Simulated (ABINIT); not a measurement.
Wanted: the native input for an ABINIT 10.8.3 (patched build) run.

| Quantity | Value |
| --- | --- |
| Task | relaxation of cell and atoms |
| Functional | PBE |
| Potentials or basis | JTH PAW PBE v2.0 |
| Cutoff | 544 eV |
| k mesh | 9 × 9 × 9 |
| Occupations | fermi-dirac, width 0.05 eV |
| Spin | no spin polarisation |
| Target pressure | 10 GPa |
| Cell freedom (optcell) | 2 |
| Cutoff smearing ecutsm (Ha) | 0.5 |
| Optimiser (ionmov) | 2 |
| Force stop (Ha/bohr) | 0.0001 |
| Fine-grid cutoff | 1088.46 eV |

MgS (Niningerite):

```xyz
2
Lattice="0.0000 2.6016 2.6016 2.6016 0.0000 2.6016 2.6016 2.6016 0.0000" Properties=species:S:1:pos:R:3 pbc="T T T"
S     2.6016    2.6016    2.6016
Mg    0.0000    0.0000    0.0000
```

These files were run (other wordings do the same):

run.abi

```
pp_dirpath "./"
pseudos "S.GGA_PBE-JTH.xml, Mg.GGA_PBE-JTH.xml"

acell 3.6792887145 3.6792887145 3.6792887145 Angstrom
rprim
     0.0000000000     0.7071067812     0.7071067812
     0.7071067812     0.0000000000     0.7071067812
     0.7071067812     0.7071067812     0.0000000000
ntypat 2
znucl 16 12
natom 2
typat 1 2
xcart
     2.6016500000     2.6016500000     2.6016500000
     0.0000000000     0.0000000000     0.0000000000 Angstrom
chkprim 0
chksymtnons 0
tolsym 1.0e-6

ecut 20.0
pawecutdg 40.0
pawxcdev 0

kptopt 1
ngkpt 9 9 9
nshiftk 1
shiftk 0.0 0.0 0.0

ixc 11

nband 12
occopt 3
tsmear 0.00183747

nstep 100
tolvrs 1.0e-9

iomode 3
prtwf 0
prtden 0
prteig 0
prtebands 0
enunit 1

ionmov 2
ntime 60
tolmxf 0.0001
optcell 2
dilatmx 1.08
ecutsm 0.5
strtarget 3*-3.398931e-04 3*0.0
```

Potentials or basis: JTH PAW PBE v2.0.

Run with:

```console
$ abinit run.abi > log 2>&1
```

It gave:

The relaxed volume is 16.05 Å³/atom and the relaxed cell is a = 3.568 Å, b = 3.568 Å, c = 3.568 Å, α = 60.00°, β = 60.00°, γ = 60.00°. The space group after relaxing (to 0.05 Å) is Fm-3m (No. 225), the energy change on relaxing (the enthalpy is what falls) is +51.5 meV/atom and the ionic steps are 5. The pressure after relaxing is 10.0 GPa. The band gap on the k mesh is 3.11 eV, indirect (least direct gap 4.48 eV) and the valence electrons inside the program's atomic spheres are S 3.67; Mg 8.22.

Caveat: an odd mesh through Γ misses points on the zone boundary, where band edges often lie.

Wall time 68 s on 1 thread of Arm Neoverse V1 (shared host), peak memory 0.11 GiB.
